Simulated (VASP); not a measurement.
# InP (Fm-3m) in VASP: notebook, part 2 of 2

VASP 6.6.1.

### Step 3. Single point, PBE

Input file INCAR:

```
SYSTEM = InP
PREC     = Accurate       ! precision mode
ENCUT    = 520            ! plane-wave cutoff, eV
EDIFF    = 1E-6           ! SCF threshold, eV
ISMEAR   = 0              ! smearing method
SIGMA    = 0.15           ! smearing width, eV
LREAL    = .False.        ! projectors in reciprocal space
LASPH    = .True.         ! aspherical terms in the spheres
NELM     = 100            ! most SCF steps
ALGO     = Normal         ! electronic algorithm
ISIF     = 2              ! what is computed and relaxed
LWAVE    = .False.        ! write WAVECAR
LCHARG   = .False.        ! write CHGCAR
GGA      = PE             ! functional
NBANDS   = 16             ! bands
```

Input file KPOINTS:

```
regular mesh
0
Gamma
  16 16 16
  0 0 0
```

Input file POSCAR:

```
InP
1.0
    0.0000000000      2.8550000000      2.8550000000
    2.8550000000      0.0000000000      2.8550000000
    2.8550000000      2.8550000000      0.0000000000
In P
1 1
Direct
    0.0000000000      0.0000000000      0.0000000000
    0.5000000000      0.5000000000      0.5000000000
```

Potentials or basis: VASP PAW PBE potentials, release 64 (In_d, P).

The run is started by

```bash
cat potpaw_PBE.64/In_d/POTCAR potpaw_PBE.64/P/POTCAR > POTCAR
mpirun -np 1 vasp_std > vasp.out
```

OUTCAR:

```text
SYSTEM = InP
   PREC = Accurate
   ENCUT = 520
   EDIFF = 1E-6
   ISMEAR = 0
   LREAL = .False.
   LASPH = .True.
   NELM = 100
   ISIF = 2
   GGA = PE

 ion  position               nearest neighbor table
   1  0.000  0.000  0.000-   2 2.85   2 2.85   2 2.85   2 2.85   2 2.85   2 2.85
   2  0.500  0.500  0.500-   1 2.85   1 2.85   1 2.85   1 2.85   1 2.85   1 2.85

  LATTYP: Found a face centered cubic cell.
 ALAT       =     5.7100000000

  Lattice vectors:

 A1 = (   0.0000000000,   2.8550000000,   2.8550000000)
 A2 = (   2.8550000000,   0.0000000000,   2.8550000000)
 A3 = (   2.8550000000,   2.8550000000,   0.0000000000)

Analysis of symmetry for initial positions (statically):
=====================================================================
 Subroutine PRICEL returns:
 Original cell was already a primitive cell.

 Routine SETGRP: Setting up the symmetry group for a
 face centered cubic supercell.

 Subroutine GETGRP returns: Found 48 space group operations
 (whereof 48 operations were pure point group operations)
 out of a pool of 48 trial point group operations.

The static configuration has the point symmetry O_h .

Analysis of symmetry for dynamics (positions and initial velocities):
=====================================================================
 Subroutine PRICEL returns:
 Original cell was already a primitive cell.

 Routine SETGRP: Setting up the symmetry group for a
 face centered cubic supercell.

 Subroutine GETGRP returns: Found 48 space group operations
 (whereof 48 operations were pure point group operations)
 out of a pool of 48 trial point group operations.

The dynamic configuration has the point symmetry O_h .

 Subroutine INISYM returns: Found 48 space group operations
 (whereof 48 operations are pure point group operations),
 and found     1 'primitive' translations

----------------------------------------------------------------------------------------

[... 107 lines left out ...]
   ISMEAR =     0;   SIGMA  =   0.15  broadening in eV -4-tet -1-fermi 0-gaus
   EFERMI_NEDOS =   21; number of points for ismear=-14 and -15
   IALGO  =     38    algorithm
   IMIX   =      4    mixing-type and parameters
     AMIX     =   0.40;   BMIX     =  1.00
     AMIX_MAG =   1.60;   BMIX_MAG =  1.00
  volume/ion in A,a.u.               =      23.27       157.04
  Fermi-wavevector in a.u.,A,eV,Ry     =   1.192750  2.253971 19.356375  1.422653
  Thomas-Fermi vector in A             =   2.328781
   LORBIT       =      0    0 simple, 1 ext, 2 COOP (PROOUT), +10 PAW based schemes
   GGA     = PE    functional components
   LHFCALC =     F    Hartree Fock is set to
   AEXX    =    0.0000 exact exchange contribution
   IVDW    =     0    specifies the selected vdW correction
   LEPSILON=     F    determine dielectric tensor
   LRPA    =     F    only Hartree local field effects (RPA)
 non-spin polarized calculation
 Gauss-broadening in eV      SIGMA  =   0.15
  energy-cutoff  :      520.00
  volume of cell :       46.54
 maximum number of plane-waves:      1283
   NGX = 15   NGY = 15   NGZ = 15

 number of electron      17.9999993 magnetization

 Free energy of the ion-electron system (eV)
  ---------------------------------------------------
  ext. energy  EPLUGINS =         0.00000000
  ---------------------------------------------------
  free energy    TOTEN  =        -7.84649581 eV

  energy without entropy =       -7.82947547  energy(sigma->0) =       -7.83798564

 E-fermi :   5.9677     XC(G=0):  -9.9769

 val. band max:        5.9661872981   @ k =  -0.3750   0.5000   0.1250
 cond. band min:       5.9682770038   @ k =   0.4375   0.3125   0.0625
 fundamental gap:      0.0020897057
 Fermi energy:         5.9677291315

 k-point     1 :       0.0000    0.0000    0.0000
  band No.  band energies     occupation
      1      -8.1651      2.00000
      2      -8.1651      2.00000
      3      -8.1511      2.00000
      4      -8.1511      2.00000
      5      -8.1511      2.00000
      6      -5.4034      2.00000
[... 433 lines left out ...]
      3      -8.1516      2.00000
      4      -8.1476      2.00000
      5      -8.1445      2.00000
      6      -5.2873      2.00000
[... 8 lines left out ...]
     15      13.9769      0.00000
     16      14.3129      0.00000

 [... further k-points ...]
[... 5 lines left out ...]
  --------------------------------------------------------------------------------------
  -------------------------------------------------------------------------------------
  Total       -1.5570869     -1.5570869     -1.5570869      0.0000000      0.0000000      0.0000000
  in kB      -53.6012712    -53.6012712    -53.6012712      0.0000000      0.0000000      0.0000000
  external PRESSURE =     -53.6012712 kB  Pullay stress =       0.0000000 kB

 VOLUME and BASIS-vectors are now :
 -----------------------------------------------------------------------------
  energy-cutoff  :      520.00
  volume of cell :       46.54
      direct lattice vectors                 reciprocal lattice vectors
     0.000000000  2.855000000  2.855000000    -0.175131349  0.175131349  0.175131349
     2.855000000  0.000000000  2.855000000     0.175131349 -0.175131349  0.175131349
     2.855000000  2.855000000  0.000000000     0.175131349  0.175131349 -0.175131349

 POSITION                                       TOTAL-FORCE (eV/Angst)
 -----------------------------------------------------------------------------------
      0.00000      0.00000      0.00000         0.000000      0.000000      0.000000
      2.85500      2.85500      2.85500        -0.000000     -0.000000     -0.000000
 -----------------------------------------------------------------------------------
    total drift:                               -0.000000      0.000000      0.000000

  FREE ENERGIE OF THE ION-ELECTRON SYSTEM (eV)
  ---------------------------------------------------
  free  energy   TOTEN  =        -7.8464958116 eV

  energy  without entropy=       -7.8294754719  energy(sigma->0) =       -7.83798564
```

OSZICAR:

```text
N       E                     dE             d eps       ncg     rms          rms(c)
DAV:   1     0.107330697694E+03    0.10733E+03   -0.83871E+03  4672   0.127E+03
DAV:   2    -0.125269622895E+01   -0.10858E+03   -0.10385E+03  5112   0.301E+02
DAV:   3    -0.796155426384E+01   -0.67089E+01   -0.66359E+01  6168   0.711E+01
DAV:   4    -0.812730147735E+01   -0.16575E+00   -0.16565E+00  5752   0.116E+01
DAV:   5    -0.813536699548E+01   -0.80655E-02   -0.80654E-02  7024   0.227E+00    0.406E+00
DAV:   6    -0.785260882027E+01    0.28276E+00   -0.52666E-01  7040   0.106E+01    0.230E+00
DAV:   7    -0.784630536119E+01    0.63035E-02   -0.69851E-02  6472   0.197E+00    0.103E+00
DAV:   8    -0.784642666848E+01   -0.12131E-03   -0.67317E-03  5856   0.991E-01    0.103E-01
DAV:   9    -0.784646147107E+01   -0.34803E-04   -0.74998E-04  7200   0.403E-01    0.711E-02
DAV:  10    -0.784648007583E+01   -0.18605E-04   -0.62225E-05  5784   0.659E-02    0.356E-02
DAV:  11    -0.784649516155E+01   -0.15086E-04   -0.19664E-05  5952   0.322E-02    0.704E-03
DAV:  12    -0.784649581157E+01   -0.65003E-06   -0.17252E-06  5536   0.162E-02
   1 F= -.78464958E+01 E0= -.78379856E+01  d E =-.170203E-01
```

stdout:

```text
POSCAR found type information on POSCAR InP
 POSCAR found :  2 types and       2 ions
 scaLAPACK will be used
 LDA part: xc-table for (Slater+PW92), standard interpolation
 POSCAR, INCAR and KPOINTS ok, starting setup
 FFT: planning ... GRIDC
 FFT: planning ... GRID_SOFT
 FFT: planning ... GRID
 WAVECAR not read
 entering main loop
```

Wall time 1.7 min (1 thread of Intel Xeon Platinum 8259CL at 2.50GHz (Skylake/Cascade Lake), shared host); peak memory 0.24 GiB.

What came out:

- Free energy: -7.8465 eV
- Pressure: -5.4 GPa
- Band gap on the k mesh: none (metal or under the smearing width)

Levels at points of the mesh, in eV from the Fermi level:
| k point | band 5 | band 6 | band 7 | band 8 | band 9 | band 10 | band 11 | band 12 | band 13 | band 14 |
| --- | --- | --- | --- | --- | --- | --- | --- | --- | --- | --- |
| (0.00, 0.00, 0.00) | -14.12 | -11.37 | -0.22 | -0.22 | -0.22 | -0.18 | 7.08 | 7.08 | 7.08 | 7.92 |
| (0.50, 0.00, 0.00) | -14.06 | -9.59 | -6.17 | 0.12 | 0.12 | 2.42 | 3.42 | 3.42 | 4.50 | 10.60 |
| (0.50, 0.50, 0.00) | -14.04 | -8.75 | -4.40 | -2.60 | -2.05 | -2.05 | 4.02 | 9.10 | 9.10 | 9.38 |
